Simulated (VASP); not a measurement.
# AlFe (Pm-3m) in VASP: equation of state

Aim: energy against volume of AlFe in PBE, for its equilibrium volume and stiffness.

Everything below comes from runs of VASP 6.6.1. Logs are shortened: lines on timing, memory, paths and dates and some standing lists are left out, and cuts for length are marked.

## 1. The structure

The structure is cubic, space group Pm-3m (No. 221). The conventional cell has a = 2.910 Å, b = 2.910 Å, c = 2.910 Å, α = 90.00°, β = 90.00°, γ = 90.00°. Fe (site symmetry m-3m) is surrounded by 8 Al at 2.52 Å. Al (site symmetry m-3m) has 8 Fe at 2.52 Å as nearest neighbours.

## 2. Equation of state, PBE, collinear spin, ferromagnetic start, 11.58 Å³/atom (volume scaled by 0.94)

Input file INCAR:

```
SYSTEM = AlFe
PREC = Accurate ; ENCUT = 520
EDIFF = 1E-7 ; ISMEAR = -1
SIGMA = 0.05 ; LREAL = .False.
LASPH = .True. ; NELM = 150
ALGO = Normal ; ISIF = 2
LWAVE = .False. ; LCHARG = .False.
ISPIN = 2 ; MAGMOM = 3 0
LORBIT = 11 ; LMAXMIX = 4
GGA = PE ; NBANDS = 16
```

Input file KPOINTS:

```
regular mesh
0
Gamma
  9 9 9
  0 0 0
```

Input file POSCAR:

```
AlFe
1.0
    2.8505955764      0.0000000000      0.0000000000
    0.0000000000      2.8505955764      0.0000000000
    0.0000000000      0.0000000000      2.8505955764
Fe Al
1 1
Direct
    0.5000000000      0.5000000000      0.5000000000
    0.0000000000      0.0000000000      0.0000000000
```

Potentials or basis: VASP PAW PBE potentials, release 64 (Fe, Al).

Started as:

```bash
cat potpaw_PBE.64/Fe/POTCAR potpaw_PBE.64/Al/POTCAR > POTCAR
mpirun -np 1 vasp_std > vasp.out
```

OUTCAR:

```text
SYSTEM = AlFe
   PREC = Accurate
   ENCUT = 520
   EDIFF = 1E-7
   ISMEAR = -1
   LREAL = .False.
   LASPH = .True.
   NELM = 150
   ISIF = 2
   ISPIN = 2
   LORBIT = 11
   GGA = PE

 ion  position               nearest neighbor table
   1  0.500  0.500  0.500-   2 2.47   2 2.47   2 2.47   2 2.47   2 2.47   2 2.47   2 2.47   2 2.47

   2  0.000  0.000  0.000-   1 2.47   1 2.47   1 2.47   1 2.47   1 2.47   1 2.47   1 2.47   1 2.47

  LATTYP: Found a simple cubic cell.
 ALAT       =     2.8505955764

  Lattice vectors:

 A1 = (   2.8505955764,   0.0000000000,   0.0000000000)
 A2 = (   0.0000000000,   2.8505955764,   0.0000000000)
 A3 = (   0.0000000000,   0.0000000000,   2.8505955764)

Analysis of symmetry for initial positions (statically):
=====================================================================
 Subroutine PRICEL returns:
 Original cell was already a primitive cell.

 Routine SETGRP: Setting up the symmetry group for a
 simple cubic supercell.

 Subroutine GETGRP returns: Found 48 space group operations
 (whereof 48 operations were pure point group operations)
 out of a pool of 48 trial point group operations.

The static configuration has the point symmetry O_h .

Analysis of symmetry for dynamics (positions and initial velocities):
=====================================================================
 Subroutine PRICEL returns:
 Original cell was already a primitive cell.

 Routine SETGRP: Setting up the symmetry group for a
 simple cubic supercell.

 Subroutine GETGRP returns: Found 48 space group operations
 (whereof 48 operations were pure point group operations)
 out of a pool of 48 trial point group operations.

The dynamic configuration has the point symmetry O_h .

Analysis of structural, dynamic, and magnetic symmetry:
=====================================================================
 Subroutine PRICEL returns:
 Original cell was already a primitive cell.

 Routine SETGRP: Setting up the symmetry group for a
 simple cubic supercell.

 Subroutine GETGRP returns: Found 48 space group operations
 (whereof 48 operations were pure point group operations)
 out of a pool of 48 trial point group operations.

The overall configuration has the point symmetry O_h .

 Subroutine INISYM returns: Found 48 space group operations
 (whereof 48 operations are pure point group operations),
 and found     1 'primitive' translations

----------------------------------------------------------------------------------------

                                     Primitive cell

  volume of cell :      23.1636

  direct lattice vectors                    reciprocal lattice vectors
     2.850595576  0.000000000  0.000000000     0.350803884  0.000000000  0.000000000
     0.000000000  2.850595576  0.000000000     0.000000000  0.350803884  0.000000000
     0.000000000  0.000000000  2.850595576     0.000000000  0.000000000  0.350803884

  length of vectors
     2.850595576  2.850595576  2.850595576     0.350803884  0.350803884  0.350803884

  position of ions in fractional coordinates (direct lattice)
     0.500000000  0.500000000  0.500000000
     0.000000000  0.000000000  0.000000000

  ion indices of the primitive-cell ions
   primitive index   ion index
                 1           1
                 2           2

----------------------------------------------------------------------------------------

 KPOINTS: regular mesh

Automatic generation of k-mesh.
 Grid dimensions read from file:
 generate k-points for:    9    9    9

 Generating k-lattice:

  Cartesian coordinates                     Fractional coordinates (reciprocal lattice)
     0.038978209  0.000000000  0.000000000     0.111111111  0.000000000  0.000000000
     0.000000000  0.038978209  0.000000000     0.000000000  0.111111111  0.000000000
     0.000000000  0.000000000  0.038978209     0.000000000  0.000000000  0.111111111

  Length of vectors
     0.038978209  0.038978209  0.038978209

  Shift w.r.t. Gamma in fractional coordinates (k-lattice)
     0.000000000  0.000000000  0.000000000

 Subroutine IBZKPT returns following result:
 ===========================================

 Found     35 irreducible k-points:

 Following reciprocal coordinates:
            Coordinates               Weight
  0.000000  0.000000  0.000000      1.000000
  0.111111  0.000000  0.000000      6.000000
  0.222222  0.000000  0.000000      6.000000
  0.333333  0.000000  0.000000      6.000000
  0.444444  0.000000  0.000000      6.000000
  0.111111  0.111111  0.000000     12.000000
[... 27 lines left out ...]
  0.444444  0.444444  0.333333     24.000000
  0.444444  0.444444  0.444444      8.000000
   k-points           NKPTS =     35   k-points in BZ     NKDIM =     35   number of bands    NBANDS=     16
   number of dos      NEDOS =    301   number of ions     NIONS =      2
   total plane-waves  NPLWV =  13824
   dimension x,y,z NGX =    24 NGY =   24 NGZ =   24
[... 28 lines left out ...]
   EFERMI =   0.00;   METHOD = LEGACY
   ISMEAR =    -1;   SIGMA  =   0.05  broadening in eV -4-tet -1-fermi 0-gaus
   EFERMI_NEDOS =   21; number of points for ismear=-14 and -15
   IALGO  =     38    algorithm
   IMIX   =      4    mixing-type and parameters
     AMIX     =   0.40;   BMIX     =  1.00
     AMIX_MAG =   1.60;   BMIX_MAG =  1.00
  volume/ion in A,a.u.               =      11.58        78.16
  Fermi-wavevector in a.u.,A,eV,Ry     =   1.277233  2.413620 22.195511  1.631324
  Thomas-Fermi vector in A             =   2.409844
   LORBIT       =     11    0 simple, 1 ext, 2 COOP (PROOUT), +10 PAW based schemes
   GGA     = PE    functional components
   LHFCALC =     F    Hartree Fock is set to
   AEXX    =    0.0000 exact exchange contribution
   IVDW    =     0    specifies the selected vdW correction
   LEPSILON=     F    determine dielectric tensor
   LRPA    =     F    only Hartree local field effects (RPA)
 spin polarized calculation
  energy-cutoff  :      520.00
  volume of cell :       23.16
 maximum number of plane-waves:       635
 NGX is ok and might be reduce to    24
   NGX = 11   NGY = 11   NGZ = 11

 number of electron      11.0000001 magnetization       0.6044044

 Free energy of the ion-electron system (eV)
  ---------------------------------------------------
  ext. energy  EPLUGINS =         0.00000000
  ---------------------------------------------------
  free energy    TOTEN  =       -12.65251058 eV

  energy without entropy =      -12.63516134  energy(sigma->0) =      -12.64383596

 E-fermi :   8.2432     XC(G=0): -12.2652

 val. band max:        8.2377617938   @ k =   0.4444   0.2222   0.1111
 cond. band min:       8.2956561762   @ k =   0.4444   0.4444   0.2222
 fundamental gap:      0.0578943824
 Fermi energy:         8.2432031529

 spin component 1

 k-point     1 :       0.0000    0.0000    0.0000
  band No.  band energies     occupation
      1      -2.2693      1.00000
      2       5.7284      1.00000
      3       5.7284      1.00000
      4       7.9342      0.99793
      5       7.9342      0.99793
      6       7.9342      0.99793
[... 8 lines left out ...]
     15      30.3925      0.00000
     16      32.2189      0.00000
[... 628 lines left out ...]
 k-point    35 :       0.4444    0.4444    0.4444
  band No.  band energies     occupation
      1       4.4143      1.00000
      2       4.6698      1.00000
      3       4.6698      1.00000
      4       8.6265      0.00047
      5       8.6265      0.00047
      6      10.1734      0.00000
[... 8 lines left out ...]
     15      35.8878      0.00000
     16      39.6874      0.00000
 Fermi energy:         8.2432031529

 spin component 2

 k-point     1 :       0.0000    0.0000    0.0000
  band No.  band energies     occupation
      1      -2.2691      1.00000
      2       6.0075      1.00000
      3       6.0075      1.00000
      4       8.6962      0.00012
      5       8.6962      0.00012
      6       8.6962      0.00012
[... 8 lines left out ...]
     15      30.4354      0.00000
     16      32.1932      0.00000
[... 628 lines left out ...]
 k-point    35 :       0.4444    0.4444    0.4444
  band No.  band energies     occupation
      1       4.7432      1.00000
      2       5.0433      1.00000
      3       5.0433      1.00000
      4       9.0202      0.00000
      5       9.0202      0.00000
      6      10.3353      0.00000
[... 8 lines left out ...]
     15      35.7885      0.00000
     16      39.6575      0.00000

------------------------ aborting loop because EDIFF is reached ----------------------------------------

  FORCE on cell =-STRESS in cart. coord.  units (eV):
  Direction    XX          YY          ZZ          XY          YZ          ZX
  --------------------------------------------------------------------------------------
  -------------------------------------------------------------------------------------
  Total        0.6431968      0.6431968      0.6431968     -0.0000000     -0.0000000     -0.0000000
  in kB       44.4884876     44.4884876     44.4884876     -0.0000000     -0.0000000     -0.0000000
  external PRESSURE =      44.4884876 kB  Pullay stress =       0.0000000 kB

 VOLUME and BASIS-vectors are now :
 -----------------------------------------------------------------------------
  energy-cutoff  :      520.00
  volume of cell :       23.16
      direct lattice vectors                 reciprocal lattice vectors
     2.850595576  0.000000000  0.000000000     0.350803884  0.000000000  0.000000000
     0.000000000  2.850595576  0.000000000     0.000000000  0.350803884  0.000000000
     0.000000000  0.000000000  2.850595576     0.000000000  0.000000000  0.350803884

 POSITION                                       TOTAL-FORCE (eV/Angst)
 -----------------------------------------------------------------------------------
      1.42530      1.42530      1.42530         0.000000      0.000000      0.000000
      0.00000      0.00000      0.00000         0.000000      0.000000      0.000000
 -----------------------------------------------------------------------------------
    total drift:                                0.000000     -0.000000     -0.000000

  FREE ENERGIE OF THE ION-ELECTRON SYSTEM (eV)
  ---------------------------------------------------
  free  energy   TOTEN  =       -12.6525105804 eV

  energy  without entropy=      -12.6351613414  energy(sigma->0) =      -12.64383596

 total charge

# of ion       s       p       d       tot
------------------------------------------
    1        0.441   0.522   6.507   7.470
    2        0.403   0.447   0.000   0.851
--------------------------------------------------
tot          0.845   0.969   6.507   8.320

 magnetization (x)

# of ion       s       p       d       tot
------------------------------------------
    1       -0.001   0.004   0.642   0.644
    2       -0.007  -0.014   0.000  -0.021
--------------------------------------------------
tot         -0.008  -0.011   0.642   0.623
```

It took 25 s on 1 thread of Intel Xeon Platinum 8559C (Emerald Rapids), shared host; peak memory 0.15 GiB.

What came out:

| Item | Value |
| --- | --- |
| Free energy | -12.6525 eV |
| Pressure | 4.4 GPa |
| Band gap on the k mesh | none (metal or under the smearing width) |
| Net moment | 0.60 μB per cell |
| Site moments | Fe +0.64; Al -0.02 μB |
| Valence electrons inside the program's atomic spheres | Fe 7.47; Al 0.85 |

## 3. Equation of state, PBE, collinear spin, ferromagnetic start, 11.83 Å³/atom (volume scaled by 0.96)

Input file INCAR:

```
PREC     = Accurate       # precision mode
ENCUT    = 520            # plane-wave cutoff, eV
EDIFF    = 1E-7           # SCF threshold, eV
ISMEAR   = -1             # smearing method
SIGMA    = 0.05           # smearing width, eV
LREAL    = F              # projectors in reciprocal space
LASPH    = T              # aspherical terms in the spheres
NELM     = 120            # most SCF steps
ALGO     = Normal         # electronic algorithm
ISIF     = 2              # what is computed and relaxed
LWAVE    = F              # write WAVECAR
LCHARG   = F              # write CHGCAR
ISPIN    = 2              # spin polarisation
MAGMOM   = 3 0            # initial moments
LORBIT   = 11             # projections on sites
LMAXMIX  = 4              # l up to which the mixer works
GGA      = PE             # functional
NBANDS   = 16             # bands
```

Input file KPOINTS:

```
Automatic mesh
0
Gamma
  9 9 9
```

Input file POSCAR:

```
AlFe
1.0
    2.8706708545      0.0000000000      0.0000000000
    0.0000000000      2.8706708545      0.0000000000
    0.0000000000      0.0000000000      2.8706708545
Fe Al
1 1
Direct
    0.5000000000      0.5000000000      0.5000000000
    0.0000000000      0.0000000000      0.0000000000
```

Potentials or basis: VASP PAW PBE potentials, release 64 (Fe, Al).

Started as:

```bash
cat potpaw_PBE.64/Fe/POTCAR potpaw_PBE.64/Al/POTCAR > POTCAR
mpirun -np 1 vasp_std > vasp.out
```

It took 18 s on 1 thread of Intel Xeon Platinum 8559C (Emerald Rapids), shared host; peak memory 0.15 GiB.

The run converged. Its results:

```
Free energy                                           : -12.6600 eV
Pressure                                              : 0.5 GPa
Band gap on the k mesh                                : none (metal or under the smearing width)
Net moment                                            : 0.62 μB per cell
Site moments                                          : Fe +0.66; Al -0.02 μB
Valence electrons inside the program's atomic spheres : Fe 7.42; Al 0.84
```

## 4. Equation of state, PBE, collinear spin, ferromagnetic start, 12.07 Å³/atom (volume scaled by 0.98)

Input file INCAR:

```
SYSTEM = AlFe
PREC = Accurate
ENCUT = 520
EDIFF = 1E-7
ISMEAR = -1
SIGMA = 0.05
LREAL = .False.
LASPH = .True.
NELM = 100
ALGO = Normal
ISIF = 2
LWAVE = .False.
LCHARG = .False.
ISPIN = 2
MAGMOM = 3 0
LORBIT = 11
LMAXMIX = 4
GGA = PE
NBANDS = 16
```

Input file KPOINTS:

```
Automatic mesh
0
Gamma
  9 9 9
  0 0 0
```

Input file POSCAR:

```
AlFe
1.0
    2.8904692102      0.0000000000      0.0000000000
    0.0000000000      2.8904692102      0.0000000000
    0.0000000000      0.0000000000      2.8904692102
Fe Al
1 1
Direct
    0.5000000000      0.5000000000      0.5000000000
    0.0000000000      0.0000000000      0.0000000000
```

Started as:

```bash
cat potpaw_PBE.64/Fe/POTCAR potpaw_PBE.64/Al/POTCAR > POTCAR
mpirun -np 1 vasp_std > vasp.out
```

Run time: 26 s. Hardware: 1 thread of Intel Xeon Platinum 8559C (Emerald Rapids), shared host; peak memory 0.16 GiB.

Results (log left out):

- Free energy: -12.6561 eV
- Pressure: -3.0 GPa
- Band gap on the k mesh: none (metal or under the smearing width)
- Net moment: 0.64 μB per cell
- Site moments: Fe +0.68; Al -0.02 μB
- Valence electrons inside the program's atomic spheres: Fe 7.38; Al 0.83

## 5. Equation of state, PBE, collinear spin, ferromagnetic start, 12.57 Å³/atom (volume scaled by 1.02)

Input file INCAR:

```
PREC = Accurate
ENCUT = 520
EDIFF = 1E-7
ISMEAR = -1
SIGMA = 0.05
LREAL = False
LASPH = True
NELM = 120
ALGO = Normal
ISIF = 2
LWAVE = False
LCHARG = False
ISPIN = 2
MAGMOM = 3 0
LORBIT = 11
LMAXMIX = 4
GGA = PE
NBANDS = 16
```

Input file KPOINTS:

```
regular mesh
0
Gamma
  9 9 9
```

Input file POSCAR:

```
AlFe
1.0
    2.9292720848      0.0000000000      0.0000000000
    0.0000000000      2.9292720848      0.0000000000
    0.0000000000      0.0000000000      2.9292720848
Fe Al
1 1
Direct
    0.5000000000      0.5000000000      0.5000000000
    0.0000000000      0.0000000000      0.0000000000
```

Started as:

```bash
cat potpaw_PBE.64/Fe/POTCAR potpaw_PBE.64/Al/POTCAR > POTCAR
mpirun -np 1 vasp_std > vasp.out
```

It took 27 s on 1 thread of Intel Xeon Platinum 8559C (Emerald Rapids), shared host; peak memory 0.15 GiB.

The run converged. Its results:

```yaml
Free_energy: -12.6186 eV
Pressure: -9.0 GPa
Band_gap_on_the_k_mesh: none (metal or under the smearing width)
Net_moment: 0.67 μB per cell
Site_moments: Fe +0.72; Al -0.02 μB
Valence_electrons_inside_the_program's_atomic_spheres: Fe 7.30; Al 0.80
```

## 6. Equation of state, PBE, collinear spin, ferromagnetic start, 12.81 Å³/atom (volume scaled by 1.04)

Input file INCAR:

```
SYSTEM = AlFe
ALGO     = Normal         ! electronic algorithm
EDIFF    = 1E-7           ! SCF threshold, eV
ENCUT    = 520            ! plane-wave cutoff, eV
GGA      = PE             ! functional
ISIF     = 2              ! what is computed and relaxed
ISMEAR   = -1             ! smearing method
ISPIN    = 2              ! spin polarisation
LASPH    = .TRUE.         ! aspherical terms in the spheres
LCHARG   = .FALSE.        ! write CHGCAR
LMAXMIX  = 4              ! l up to which the mixer works
LORBIT   = 11             ! projections on sites
LREAL    = .FALSE.        ! projectors in reciprocal space
LWAVE    = .FALSE.        ! write WAVECAR
MAGMOM   = 3 0            ! initial moments
NBANDS   = 16             ! bands
NELM     = 150            ! most SCF steps
PREC     = Accurate       ! precision mode
SIGMA    = 0.05           ! smearing width, eV
```

Input file KPOINTS:

```
k-points
0
G
  9 9 9
  0 0 0
```

Input file POSCAR:

```
AlFe
1.0
    2.9482938651      0.0000000000      0.0000000000
    0.0000000000      2.9482938651      0.0000000000
    0.0000000000      0.0000000000      2.9482938651
Fe Al
1 1
Direct
    0.5000000000      0.5000000000      0.5000000000
    0.0000000000      0.0000000000      0.0000000000
```

Potentials or basis: VASP PAW PBE potentials, release 64 (Fe, Al).

Started as:

```bash
cat potpaw_PBE.64/Fe/POTCAR potpaw_PBE.64/Al/POTCAR > POTCAR
mpirun -np 1 vasp_std > vasp.out
```

It took 21 s on 1 thread of Intel Xeon Platinum 8559C (Emerald Rapids), shared host; peak memory 0.15 GiB.

Results (log left out):

- Free energy: -12.5870 eV
- Pressure: -11.5 GPa
- Band gap on the k mesh: none (metal or under the smearing width)
- Net moment: 0.68 μB per cell
- Site moments: Fe +0.74; Al -0.03 μB
- Valence electrons inside the program's atomic spheres: Fe 7.27; Al 0.79

## 7. Equation of state, PBE, collinear spin, ferromagnetic start, 13.06 Å³/atom (volume scaled by 1.06)

Input file INCAR:

```
ALGO = Normal
EDIFF = 1E-7
ENCUT = 520
GGA = PE
ISIF = 2
ISMEAR = -1
ISPIN = 2
LASPH = T
LCHARG = F
LMAXMIX = 4
LORBIT = 11
LREAL = F
LWAVE = F
MAGMOM = 3 0
NBANDS = 16
NELM = 120
PREC = Accurate
SIGMA = 0.05
```

Input file KPOINTS:

```
k-points
0
Gamma
  9 9 9
```

Input file POSCAR:

```
AlFe
1.0
    2.9670733132      0.0000000000      0.0000000000
    0.0000000000      2.9670733132      0.0000000000
    0.0000000000      0.0000000000      2.9670733132
Fe Al
1 1
Direct
    0.5000000000      0.5000000000      0.5000000000
    0.0000000000      0.0000000000      0.0000000000
```

Started as:

```bash
cat potpaw_PBE.64/Fe/POTCAR potpaw_PBE.64/Al/POTCAR > POTCAR
mpirun -np 1 vasp_std > vasp.out
```

Run time: 21 s. Hardware: 1 thread of Intel Xeon Platinum 8559C (Emerald Rapids), shared host; peak memory 0.15 GiB.

It converged, with:

| Property | Result |
| --- | --- |
| Free energy | -12.5482 eV |
| Pressure | -13.7 GPa |
| Band gap on the k mesh | none (metal or under the smearing width) |
| Net moment | 0.70 μB per cell |
| Site moments | Fe +0.76; Al -0.03 μB |
| Valence electrons inside the program's atomic spheres | Fe 7.24; Al 0.79 |

## 8. Equation of state, PBE, collinear spin, ferromagnetic start

Potentials or basis: VASP PAW PBE potentials, release 64 (Fe, Al).

This step only gathers the single runs of the series.

Results:

```yaml
Equilibrium_volume: 11.86 Å³/atom
Bulk_modulus: 176 GPa
Pressure_derivative_of_the_bulk_modulus: 4.4
```

Energy against volume, from the lowest point:
| volume (Å³/atom) | energy (meV/atom) |
| --- | --- |
| 11.582 | 3.75 |
| 11.828 | 0.00 |
| 12.075 | 1.96 |
| 12.321 | 9.05 |
| 12.568 | 20.72 |
| 12.814 | 36.49 |
| 13.060 | 55.93 |
